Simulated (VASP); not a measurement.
Set up this calculation in VASP 6.6.1, as the native input.

- Task: band structure
- Functional: LDA
- Potentials or basis: VASP PAW LDA potentials, release 64 (C)
- Cutoff: 520 eV
- k mesh: 15 × 15 × 1
- Occupations: gaussian, width 0.03 eV
- Spin: no spin polarisation
- Dipole correction: yes
- Further INCAR settings: ALGO = Normal; EDIFF = 1e-07; NBANDS = 11

The structure of C lies in POSCAR:

```
C                                       
1.0
    2.4660722287      0.0000000000      0.0000000000
   -1.2330361144      2.1356812003      0.0000000000
    0.0000000000      0.0000000000     18.0339500000
  C             
     2
Direct
     0.0000000000000000    0.0000000000000000    0.5000006526678646
     0.6666666699999979    0.3333333300000021    0.4999993473321354
```

The slab is cut from a database's or a generator's crystal, which needn't be the stable form of the element.

One way to write it, as run:

INCAR

```
SYSTEM = C
ALGO     = Normal         ! electronic algorithm
DIPOL    = 0.5 0.5 0.500
EDIFF    = 1E-7           ! SCF threshold, eV
ENCUT    = 520            ! plane-wave cutoff, eV
GGA      = CA             ! functional
IDIPOL   = 3            
ISIF     = 2              ! what is computed and relaxed
ISMEAR   = 0              ! smearing method
LASPH    = .TRUE.         ! aspherical terms in the spheres
LCHARG   = .FALSE.        ! write CHGCAR
LDIPOL   = .TRUE.       
LREAL    = .FALSE.        ! projectors in reciprocal space
LVACPOTAV= .TRUE.       
LVHAR    = .TRUE.       
LWAVE    = .FALSE.        ! write WAVECAR
NBANDS   = 11             ! bands
NELM     = 80             ! most SCF steps
PREC     = Accurate       ! precision mode
SIGMA    = 0.03           ! smearing width, eV
```

KPOINTS

```
k-points
0
G
  15 15 1
  0 0 0
```

KPOINTS_OPT

```
explicit points
67
Reciprocal
 0.0000000000  0.0000000000  0.0000000000 1
 0.0357142900  0.0000000000  0.0000000000 1
 0.0714285700  0.0000000000  0.0000000000 1
 0.1071428600  0.0000000000  0.0000000000 1
 0.1428571400  0.0000000000  0.0000000000 1
 0.1785714300  0.0000000000  0.0000000000 1
 0.2142857100  0.0000000000  0.0000000000 1
 0.2500000000  0.0000000000  0.0000000000 1
 0.2857142900  0.0000000000  0.0000000000 1
 0.3214285700  0.0000000000  0.0000000000 1
 0.3571428600  0.0000000000  0.0000000000 1
 0.3928571400  0.0000000000  0.0000000000 1
 0.4285714300  0.0000000000  0.0000000000 1
 0.4642857100  0.0000000000  0.0000000000 1
 0.5000000000  0.0000000000  0.0000000000 1
 0.4791666700  0.0416666700  0.0000000000 1
 0.4583333300  0.0833333300  0.0000000000 1
 0.4375000000  0.1250000000  0.0000000000 1
 0.4166666700  0.1666666700  0.0000000000 1
 0.3958333300  0.2083333300  0.0000000000 1
 0.3750000000  0.2500000000  0.0000000000 1
 0.3541666700  0.2916666700  0.0000000000 1
 0.3333333300  0.3333333300  0.0000000000 1
 0.3137254900  0.3137254900  0.0000000000 1
 0.2941176500  0.2941176500  0.0000000000 1
 0.2745098000  0.2745098000  0.0000000000 1
 0.2549019600  0.2549019600  0.0000000000 1
 0.2352941200  0.2352941200  0.0000000000 1
 0.2156862700  0.2156862700  0.0000000000 1
 0.1960784300  0.1960784300  0.0000000000 1
 0.1764705900  0.1764705900  0.0000000000 1
 0.1568627500  0.1568627500  0.0000000000 1
 0.1372549000  0.1372549000  0.0000000000 1
 0.1176470600  0.1176470600  0.0000000000 1
 0.0980392200  0.0980392200  0.0000000000 1
 0.0784313700  0.0784313700  0.0000000000 1
 0.0588235300  0.0588235300  0.0000000000 1
 0.0392156900  0.0392156900  0.0000000000 1
 0.0196078400  0.0196078400  0.0000000000 1
 0.0000000000  0.0000000000  0.0000000000 1
 0.0000000000  0.0000000000  0.0000000000 1
 0.0047173500 -0.0023586800  0.0000000000 1
-0.0047173500  0.0023586800  0.0000000000 1
 0.0137589400 -0.0068794700  0.0000000000 1
-0.0137589400  0.0068794700  0.0000000000 1
-0.0000000000  0.0040853500  0.0000000000 1
 0.0000000000 -0.0040853500  0.0000000000 1
-0.0000000000  0.0119156000  0.0000000000 1
 0.0000000000 -0.0119156000  0.0000000000 1
 0.5000000000  0.0000000000  0.0000000000 1
 0.5047173500 -0.0023586800  0.0000000000 1
 0.4952826500  0.0023586800  0.0000000000 1
 0.5137589400 -0.0068794700  0.0000000000 1
 0.4862410600  0.0068794700  0.0000000000 1
 0.5000000000  0.0040853500  0.0000000000 1
 0.5000000000 -0.0040853500  0.0000000000 1
 0.5000000000  0.0119156000  0.0000000000 1
 0.5000000000 -0.0119156000  0.0000000000 1
 0.3333333300  0.3333333300  0.0000000000 1
 0.3380506800  0.3309746500  0.0000000000 1
 0.3286159800  0.3356920100  0.0000000000 1
 0.3470922700  0.3264538600  0.0000000000 1
 0.3195743900  0.3402128000  0.0000000000 1
 0.3333333300  0.3374186800  0.0000000000 1
 0.3333333300  0.3292479800  0.0000000000 1
 0.3333333300  0.3452489300  0.0000000000 1
 0.3333333300  0.3214177300  0.0000000000 1
```

Potentials or basis: VASP PAW LDA potentials, release 64 (C).

The run is started by

```sh
$ cat potpaw_LDA.64/C/POTCAR > POTCAR
$ mpirun -np 1 vasp_std > vasp.out
```

It gave:

```yaml
Band_gap_along_the_path: none (metal or under the smearing width)
Work_function_of_the_upper_face: 4.55 eV
Work_function_of_the_lower_face: 4.55 eV
```

Wall time 45 s on 1 thread of Intel(R) Xeon(R) Platinum 8559C (Emerald Rapids) (shared host), peak memory 0.18 GiB.
